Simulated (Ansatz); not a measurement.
# BP: single point with PBE

BP:

```xyz
2
Lattice="0.0000 2.2690 2.2690 2.2690 0.0000 2.2690 2.2690 2.2690 0.0000" Properties=species:S:1:pos:R:3 pbc="T T T"
P     3.4035    3.4035    3.4035
B     0.0000    0.0000    0.0000
```

```yaml
Program: Ansatz 0.2.0
Task: single point
Functional: PBE
Potentials_or_basis: Ansatz PAW
Cutoff: 800 eV
Density_cutoff: 3200 eV
k_mesh: 10 × 10 × 10
Occupations: fermi-dirac, width 0.05 eV
Spin: no spin polarisation
```

```json
{
  "Pressure": "1.1 GPa",
  "Band gap on the k mesh": "1.24 eV, indirect (least direct gap 3.40 eV)"
}
```

Levels at points of the mesh, in eV from the valence-band top:
| k point | band 2 | band 3 | band 4 | band 5 | band 6 | band 7 |
| --- | --- | --- | --- | --- | --- | --- |
| (0.00, 0.00, 0.00) | 0.00 | 0.00 | 0.00 | 3.40 | 3.40 | 3.40 |
| (0.00, 0.00, -0.50) | -9.03 | -1.76 | -1.76 | 3.78 | 4.71 | 4.71 |
| (0.00, -0.50, -0.50) | -8.58 | -4.11 | -4.11 | 1.34 | 1.66 | 12.08 |

It took 2.5 s on 2 threads of Intel(R) Xeon(R) Platinum 8259CL CPU @ 2.50GHz (Skylake/Cascade Lake) (shared host), peak memory 0.44 GiB.

A k mesh can miss the band edges. A hybrid or GW would open this gap; PBE tends to underestimate it.
